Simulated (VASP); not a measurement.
# ZnSe in VASP: one cell, several levels of theory, part 2 of 2

VASP 6.6.1, plane waves, PAW.

## (3) r2SCAN at this geometry

INCAR

```
ENCUT = 520.000000
SIGMA = 0.010000
EDIFF = 1.00e-07
ALGO = Normal
METAGGA = R2SCAN
PREC = Accurate
IBRION = -1
ISIF = 2
ISMEAR = 0
NBANDS = 16
NELM = 120
NSW = 0
LASPH = .TRUE.
LCHARG = .FALSE.
LWAVE = .FALSE.
LREAL = .FALSE.
```

KPOINTS

```
KPOINTS created by Atomic Simulation Environment
0
Gamma
8 8 8
0 0 0
```

KPOINTS_OPT

```
special points
6
Reciprocal
0.0000000000 0.0000000000 0.0000000000 1
-0.5000000000 -0.5000000000 0.0000000000 1
-0.3750000000 -0.3750000000 0.2500000000 1
-0.3750000000 0.0000000000 0.3750000000 1
0.0000000000 0.0000000000 0.5000000000 1
-0.5000000000 -0.2500000000 0.2500000000 1
```

POSCAR

```
Zn Se
 1.0000000000000000
     0.0000000000000000    2.9740417191000001    2.6590364151000001
     2.9740417191000001    0.0000000000000000    2.6590364151000001
     2.9740417191000001    2.9740417191000001    0.0000000000000000
 Zn  Se
   1   1
Cartesian
  0.0000000000000000  0.0000000000000000  0.0000000000000000
  1.4870208595499999  1.4870208595499999  1.3295182075499998
```

Run with:

```
> mpirun -np 1 vasp_std
```

Printed to the terminal (iteration lines stand in OSZICAR):

```text
POSCAR found type information on POSCAR ZnSe
 POSCAR found :  2 types and       2 ions
 -----------------------------------------------------------------------------
|                                                                             |
|                                                                             |
|     You enforced a specific xc type in the INCAR file but a different       |
|     I HOPE YOU KNOW WHAT YOU ARE DOING!                                     |
|                                                                             |
 -----------------------------------------------------------------------------

 LDA part: xc-table for (None), standard interpolation
 POSCAR, INCAR and KPOINTS ok, starting setup
 FFT: planning ... GRIDC
 FFT: planning ... GRID_SOFT
 FFT: planning ... GRID
 WAVECAR not read
 entering main loop
 Start KPOINTS_OPT (optional k-point list driver)
k-point batch [1-6\6]
```

OSZICAR:

```text
N       E                     dE             d eps       ncg     rms          rms(c)
DAV:   1     0.664583995158E+02    0.66458E+02   -0.89651E+03  1888   0.130E+03
DAV:   2    -0.221211992264E+02   -0.88580E+02   -0.83406E+02  2144   0.254E+02
DAV:   3    -0.276229727170E+02   -0.55018E+01   -0.54822E+01  2264   0.626E+01
DAV:   4    -0.276634745695E+02   -0.40502E-01   -0.40499E-01  2384   0.582E+00
DAV:   5    -0.276636441764E+02   -0.16961E-03   -0.16961E-03  2320   0.334E-01    0.469E+00
DAV:   6    -0.248693883427E+02    0.27943E+01   -0.13370E+00  1928   0.314E+01    0.448E+00
DAV:   7    -0.248409176142E+02    0.28471E-01   -0.30741E-01  2368   0.843E+00    0.210E+00
DAV:   8    -0.248560437666E+02   -0.15126E-01   -0.33513E-02  2240   0.172E+00    0.541E-01
DAV:   9    -0.248582417069E+02   -0.21979E-02   -0.40785E-03  2392   0.135E+00    0.845E-02
DAV:  10    -0.248583828315E+02   -0.14112E-03   -0.10055E-03  2304   0.397E-01    0.541E-02
DAV:  11    -0.248583540722E+02    0.28759E-04   -0.35877E-04  2552   0.382E-01    0.435E-02
DAV:  12    -0.248583434317E+02    0.10641E-04   -0.10302E-04  2344   0.226E-01    0.744E-03
DAV:  13    -0.248583519139E+02   -0.84822E-05   -0.10732E-05  2456   0.610E-02    0.453E-03
DAV:  14    -0.248583508613E+02    0.10526E-05   -0.20650E-06  2312   0.228E-02    0.115E-03
DAV:  15    -0.248583513955E+02   -0.53411E-06   -0.11478E-07  1552   0.303E-03    0.250E-04
DAV:  16    -0.248583514440E+02   -0.48505E-07   -0.75303E-09   992   0.113E-03
   1 F= -.24858351E+02 E0= -.24858351E+02  d E =-.271142E-57
       N       E                     dE             ncg
DAV:   1     0.257926551424E+04   -0.31599E+04      192
DAV:   2     0.204602467677E+04   -0.53324E+03      224
DAV:   3     0.201384270653E+04   -0.32182E+02      256
DAV:   4     0.201361597833E+04   -0.22673E+00      208
DAV:   5     0.201361501095E+04   -0.96738E-03      272
DAV:   6     0.201361500327E+04   -0.76759E-05      216
DAV:   7     0.201361500319E+04   -0.79811E-07      264
```

Parts of OUTCAR:

```text
k-points           NKPTS =     59   k-points in BZ     NKDIM =     59   number of bands    NBANDS=     16

   NELECT =      18.0000    total number of electrons

   dimension x,y,z NGX =    30 NGY =   30 NGZ =   32
   dimension x,y,z NGXF=    60 NGYF=   60 NGZF=   64

  energy-cutoff  :      520.00
  volume of cell :       47.04
      direct lattice vectors                 reciprocal lattice vectors
     0.000000000  2.974041719  2.659036415    -0.168121381  0.168121381  0.188038042
     2.974041719  0.000000000  2.659036415     0.168121381 -0.168121381  0.188038042
     2.974041719  2.974041719  0.000000000     0.168121381  0.168121381 -0.188038042

 k-points in reciprocal lattice and weights: KPOINTS created by Atomic Simulation Env
   0.00000000  0.00000000  0.00000000       0.002
   0.12500000  0.00000000  0.00000000       0.016
   0.25000000  0.00000000  0.00000000       0.016
   0.37500000  0.00000000  0.00000000       0.016
   0.50000000  0.00000000  0.00000000       0.008
   0.12500000  0.12500000  0.00000000       0.004
   0.25000000  0.12500000  0.00000000       0.016
   0.37500000  0.12500000  0.00000000       0.016
[... 51 more k-points ...]

 E-fermi :   1.3362

 k-point     1 :       0.0000    0.0000    0.0000
  band No.  band energies     occupation
      1     -12.4567      2.00000
      2      -5.5668      2.00000
      3      -5.5668      2.00000
      4      -5.5270      2.00000
      5      -5.1987      2.00000
      6      -5.1892      2.00000
      7       0.8970      2.00000
      8       0.8971      2.00000
      9       1.2262      2.00000
     10       2.6948      0.00000
     11       7.3747      0.00000
     12       7.4504      0.00000
     13       7.4504      0.00000
     14      11.4692      0.00000
     15      12.0249      0.00000
     16      13.4209      0.00000

 k-point     2 :       0.1250    0.0000    0.0000
  band No.  band energies     occupation
      1     -12.3583      2.00000
      2      -5.5563      2.00000
      3      -5.5537      2.00000
      4      -5.5118      2.00000
      5      -5.1974      2.00000
      6      -5.1918      2.00000
      7      -0.2304      2.00000
      8       0.7241      2.00000
      9       1.0161      2.00000
     10       3.6400      0.00000
     11       7.1553      0.00000
     12       7.6460      0.00000
     13       7.7922      0.00000
     14      11.5513      0.00000
     15      12.0536      0.00000
     16      12.7392      0.00000

 k-point     3 :       0.2500    0.0000    0.0000
  band No.  band energies     occupation
      1     -12.1036      2.00000
      2      -5.5259      2.00000
      3      -5.5102      2.00000
      4      -5.4611      2.00000
      5      -5.1948      2.00000
      6      -5.1887      2.00000
      7      -1.9253      2.00000
      8       0.3521      2.00000
      9       0.7695      2.00000
     10       4.1506      0.00000
     11       7.6253      0.00000
     12       7.7840      0.00000
     13       8.5906      0.00000
     14      11.6319      0.00000
     15      11.8250      0.00000
     16      13.1370      0.00000

 k-point     4 :       0.3750    0.0000    0.0000
  band No.  band energies     occupation
      1     -11.8195      2.00000
      2      -5.5051      2.00000
      3      -5.4588      2.00000
      4      -5.3000      2.00000
      5      -5.1847      2.00000
      6      -5.1704      2.00000
      7      -3.3392      2.00000
      8       0.0256      2.00000
      9       0.5564      2.00000
     10       3.9856      0.00000
     11       7.5995      0.00000
     12       8.3572      0.00000
     13       9.6235      0.00000
     14      11.7884      0.00000
     15      13.3353      0.00000
     16      13.4139      0.00000

 k-point     5 :       0.5000    0.0000    0.0000
  band No.  band energies     occupation
      1     -11.6912      2.00000
      2      -5.4988      2.00000
      3      -5.4440      2.00000
      4      -5.2057      2.00000
      5      -5.1595      2.00000
      6      -5.0547      2.00000
      7      -4.0225      2.00000
      8      -0.1000      2.00000
      9       0.4745      2.00000
     10       3.8751      0.00000
     11       7.4846      0.00000
     12       8.5165      0.00000
     13      10.0863      0.00000
     14      12.3685      0.00000
     15      13.9954      0.00000
     16      15.2722      0.00000

 k-point     6 :       0.1250    0.1250    0.0000
  band No.  band energies     occupation
      1     -12.3087      2.00000
      2      -5.5413      2.00000
      3      -5.5413      2.00000
      4      -5.5347      2.00000
      5      -5.1956      2.00000
      6      -5.1889      2.00000
      7      -0.0577      2.00000
      8       0.4595      2.00000
      9       0.4596      2.00000
     10       4.1344      0.00000
     11       6.4387      0.00000
     12       8.0280      0.00000
     13       8.0280      0.00000
     14      12.0390      0.00000
     15      12.3005      0.00000
     16      13.3169      0.00000

 k-point     7 :       0.2500    0.1250    0.0000
  band No.  band energies     occupation
      1     -12.0932      2.00000
      2      -5.5278      2.00000
      3      -5.5101      2.00000
      4      -5.4895      2.00000
      5      -5.1973      2.00000
      6      -5.1775      2.00000
      7      -1.4574      2.00000
      8       0.0452      2.00000
      9       0.3362      2.00000
     10       4.7688      0.00000
     11       6.2416      0.00000
     12       8.4261      0.00000
     13       8.7101      0.00000
     14      11.3396      0.00000
     15      12.6512      0.00000
     16      13.6792      0.00000

 k-point     8 :       0.3750    0.1250    0.0000
  band No.  band energies     occupation
      1     -11.8146      2.00000
      2      -5.4838      2.00000
      3      -5.4776      2.00000
      4      -5.3829      2.00000
      5      -5.1701      2.00000
      6      -5.1625      2.00000
      7      -2.8994      2.00000
      8      -0.2667      2.00000
      9       0.0878      2.00000
     10       4.6485      0.00000
     11       7.1834      0.00000
     12       8.3102      0.00000
     13       8.8426      0.00000
     14      12.0341      0.00000
     15      13.6353      0.00000
     16      14.0552      0.00000

 k-point     9 :       0.5000    0.1250    0.0000
  band No.  band energies     occupation
      1     -11.6428      2.00000
      2      -5.4749      2.00000
      3      -5.4455      2.00000
      4      -5.2521      2.00000
      5      -5.1584      2.00000
      6      -5.0441      2.00000
      7      -3.8201      2.00000
      8      -0.3365      2.00000
      9      -0.1670      2.00000
     10       4.5067      0.00000
     11       7.7222      0.00000
     12       8.0629      0.00000
     13       9.5357      0.00000
     14      12.5788      0.00000
     15      14.3875      0.00000
     16      15.1257      0.00000

 k-point    10 :      -0.3750    0.1250    0.0000
  band No.  band energies     occupation
      1     -11.7071      2.00000
      2      -5.4821      2.00000
      3      -5.4411      2.00000
      4      -5.2179      2.00000
      5      -5.1759      2.00000
      6      -5.1677      2.00000
      7      -3.5423      2.00000
      8      -0.2666      2.00000
      9      -0.1375      2.00000
     10       4.5992      0.00000
     11       7.6908      0.00000
     12       7.9887      0.00000
     13       9.9130      0.00000
     14      12.7847      0.00000
     15      12.8495      0.00000
     16      14.2524      0.00000

 k-point    11 :      -0.2500    0.1250    0.0000
  band No.  band energies     occupation
      1     -11.9568      2.00000
      2      -5.5057      2.00000
      3      -5.4632      2.00000
      4      -5.4101      2.00000
      5      -5.1973      2.00000
      6      -5.1953      2.00000
      7      -2.4027      2.00000
      8      -0.1096      2.00000
      9       0.2480      2.00000
     10       4.8001      0.00000
     11       7.6805      0.00000
     12       8.0203      0.00000
     13       8.5368      0.00000
     14      11.1374      0.00000
     15      12.5277      0.00000
     16      14.5491      0.00000

 k-point    12 :      -0.1250    0.1250    0.0000
  band No.  band energies     occupation
      1     -12.2210      2.00000
      2      -5.5373      2.00000
      3      -5.5310      2.00000
      4      -5.4774      2.00000
      5      -5.2032      2.00000
      6      -5.1924      2.00000
      7      -1.1131      2.00000
      8       0.4080      2.00000
      9       0.6237      2.00000
     10       4.4366      0.00000
     11       7.2645      0.00000
     12       7.7958      0.00000
     13       8.1234      0.00000
     14      10.7748      0.00000
     15      11.7771      0.00000
     16      13.5565      0.00000

[... the tables of k-points 13 to 59 left out ...]

  Total       -0.9918424     -0.9918424      0.0299101      0.0000000     -0.0000000      0.0000000
  in kB      -33.7835162    -33.7835162      1.0187783      0.0000000     -0.0000000      0.0000000
  external PRESSURE =     -22.1827513 kB  Pullay stress =       0.0000000 kB

 POSITION                                       TOTAL-FORCE (eV/Angst)
 -----------------------------------------------------------------------------------
      0.00000      0.00000      0.00000         0.000000      0.000000     -0.000000
      1.48702      1.48702      1.32952        -0.000000     -0.000000      0.000000
 -----------------------------------------------------------------------------------
    total drift:                                0.001156      0.001156      0.002098

  FREE ENERGIE OF THE ION-ELECTRON SYSTEM (eV)
  ---------------------------------------------------
  free  energy   TOTEN  =       -24.8583514440 eV

  energy  without entropy=      -24.8583514440  energy(sigma->0) =      -24.85835144
```

Hardware: 1 MPI rank of Intel Xeon Platinum 8488C, shared host.

The levels at the points of KPOINTS_OPT are read from vasprun.xml.

Near the gap, in eV above the top of the last filled band v; c is the band after it:

```csv
point,v−1,v,c,c+1
Γ,-0.33,0.00,1.47,6.15
X,-2.67,-2.67,2.94,2.95
U,-3.10,-2.29,3.32,5.14
K,-3.17,-1.71,4.09,6.05
L,-1.33,-0.75,2.65,6.26
W,-2.85,-2.69,5.29,5.32
```

Gap with r2SCAN: 1.47 eV, direct (Γ). Pressure: -2.22 GPa; the forces vanish within 0.01 eV/Å.

## (4) What came out

What follows sums up all 2 parts.

```
 level  gap (eV)  pressure (GPa)  Ansatz: gap (eV)  Ansatz: pressure (GPa)
   PBE      0.91            0.05              0.90                   -0.16
r2SCAN      1.47           -2.22              1.47                   -2.30
```

What this shows: The gap spans 0.91 eV (PBE) to 1.47 eV (r2SCAN). At this one volume the pressure spans -2.2 GPa (r2SCAN) to 0.1 GPa (PBE): PBE wants the largest cell and r2SCAN the smallest. The two programs agree on the gap within 0.01 eV, far less than the spread between functionals. The two codes have different PAW datasets and cutoffs. VASP's cell holds 18 valence electrons and Ansatz's 28.
